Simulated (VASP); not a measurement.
**Ge under changes of volume**

One of the cells (18.895 Å³/atom); the others are scaled copies at fixed shape and fractional positions:

```
CELL_PARAMETERS angstrom
-2.59154 2.59154 1.40667
2.59154 -2.59154 1.40667
2.59154 2.59154 -1.40667
ATOMIC_POSITIONS crystal
Ge 0.50000 0.50000 0.00000
Ge 0.25000 0.75000 0.50000
```

This isn't the form of Ge at room conditions, which is diamond.

| Item | Value |
| --- | --- |
| Program | VASP 6.6.1 |
| Functional | PBE |
| Potentials or basis | VASP PAW PBE potentials, release 64 (Ge_d) |
| Cutoff | 520 eV |
| k mesh | 11 × 11 × 11 |
| Occupations | fermi-dirac, width 0.05 eV |
| Spin | no spin polarisation |

```tsv
volume (Å³/atom)	energy over the lowest point (meV/atom)	pressure (GPa)
17.413	49.74	9.0
17.783	?	?
18.154	17.63	5.0
18.895	2.31	1.7
19.265	0.00	0.2
19.636	0.81	-1.0
```

Task: What does the run at 17.783 Å³/atom give?

Result: Energy over the lowest point 31.36 meV/atom; pressure 6.9 GPa.

Worked out: A Birch-Murnaghan fit of order 3 (a polynomial in V^(-2/3)) to the other rows has its minimum at 19.35 Å³/atom with B0 = V·E''(V) = 69 GPa and B' = 4.0 at fixed shape and positions, which overstates the stiffness. It gives 31.40 meV/atom at 17.783 Å³/atom, against the run's 31.36, and -dE/dV = 6.9 GPa, against 6.9.

Energies are extrapolated to zero smearing.
